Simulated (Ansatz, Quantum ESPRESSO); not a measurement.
## CoSi2 [001], fluorite: uniaxial strain and lateral response

The c axis is held at a set length while the cell relaxes sideways. How do the lateral strain and the stress follow? The strained cell has c along the load; unstrained it is a = 3.7567 Å, b = 3.7567 Å, c = 5.3128 Å, α = 90.00°, β = 90.00°, γ = 90.00°, with 6 atoms.

Calculated with Ansatz 0.2.0, PBEsol, PAW files of the set soft_1, cutoff 600 eV, Fermi–Dirac smearing 0.05 eV, k-mesh 12×12×8, no spin polarisation, no spin-orbit coupling.

Relaxed positions at 0 %:

```csv
atom,x,y,z
Co,0.0000,0.0000,0.0000
Co,0.5000,0.5000,0.5000
Si,0.5000,0.0000,0.2500
Si,0.5000,0.0000,0.7500
Si,0.0000,0.5000,0.7500
Si,0.0000,0.5000,0.2500
```

```csv
ε_c (%),a (Å),c (Å),ε_a (%),"σ (GPa, tension positive)"
−3,3.7996,5.1534,1.142,−4.91
−2,3.7852,5.2065,0.760,−3.09
−1,3.7709,5.2596,0.379,−1.44
0,3.7567,5.3128,0.000,0.06
2,3.7286,5.4190,−0.748,2.68
3,3.7149,5.4721,−1.112,3.88
```

**Question.** Fit both responses and give the free strain and the stress at +1 %, a row left out above.

Least squares with y = y0 + y1 ε + y2 ε² (ε in %) gives ε_a = 0.000 + (−0.3761) ε + (0.0016) ε² and σ = 0.06 + (1.457) ε + (−0.065) ε² GPa. The linear terms put the ratio of free to applied strain at −0.376 and the Young modulus at 146 GPa.

At +1 % the free strain comes out as −0.374 %. The run itself gives −0.376 %, so the estimate misses by 0.002 %; the fitted rows themselves lie up to 0.002 % off the law.

The stress comes out as 1.46 GPa. The run itself gives 1.42 GPa, so the estimate misses by 0.04 GPa; the fitted rows themselves lie up to 0.04 GPa off the law.

Along a cube axis ν = C12/(C11 + C12) and Y = (C11 − C12)(C11 + 2C12)/(C11 + C12), so C11 = Y(1 − ν)/[(1 + ν)(1 − 2ν)] = 267 GPa and C12 = 161 GPa.

The negative ε² term means that the crystal stiffens in compression and softens in tension.

The same fit over all rows at other levels or in other programs gives the strain ratio = −0.376 with PBEsol (Quantum ESPRESSO, GBRV) and −0.368 with PBEsol (Quantum ESPRESSO, PseudoDojo).

[Logs are printed without paths, hosts, clocks, repeated set-up lines and the standing remarks that a program may print on its own settings, such as how far it seeks lower states.]
